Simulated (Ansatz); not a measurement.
Put HfC in R3m (No. 160): Hf on 3a and 3a; C on 3a and 3a. The cell of HfC is invented: close-packed metal layers stacked AA, repeated with a shift to B, with sites between them filled layer by layer (elements of the layers in order: Hf Hf).

The calculation used DFT PBE, scalar-relativistic, plane waves, PAW (Ansatz). Cutoff 420 eV, Γ-centred mesh, Gaussian smearing, no spin polarisation.

Formation energies are uncorrected and refer to the elements' standard structures at the same level.

Question: Give the relaxed lattice parameters and positions.

Answer:

Space group R3m:H (No. 160). a = 3.268 Å, b = 3.268 Å, c = 16.866 Å, α = 90.00°, β = 90.00°, γ = 120.00°
```
atom  site  symmetry       x       y       z
  Hf    3a        3m  0.0000  0.0000  0.0043
  Hf    3a        3m  0.6667  0.3333  0.1636
   C    3a        3m  0.3333  0.6667  0.2508
   C    3a        3m  0.3333  0.6667  0.0813
```

Hf on its first site has 6 C at 2.29–2.39 Å and 1 Hf at 2.94 Å; Hf on its second site is surrounded by 6 C at 2.34–2.39 Å and 1 Hf at 2.94 Å; around C on its first site lie 6 Hf at 2.39 Å; C on its second site has 6 Hf at 2.29–2.34 Å. Another local minimum with the same sites may exist.

Question: Where does its energy lie, and is it a metal?

Answer: The formation energy is −0.51 eV/atom. The gap on the 18×18×18 mesh of the 4-atom cell is 0 eV (a metal). Whether it is stable depends on the other phases of the system, which aren't compared here.

The last run used Gaussian smearing of 0.10 eV. These runs have no spin–orbit coupling, which can matter for Hf. The reference form of C is held partly by dispersion forces, which this level lacks. A structure relaxed within its symmetry needn't be a true minimum.
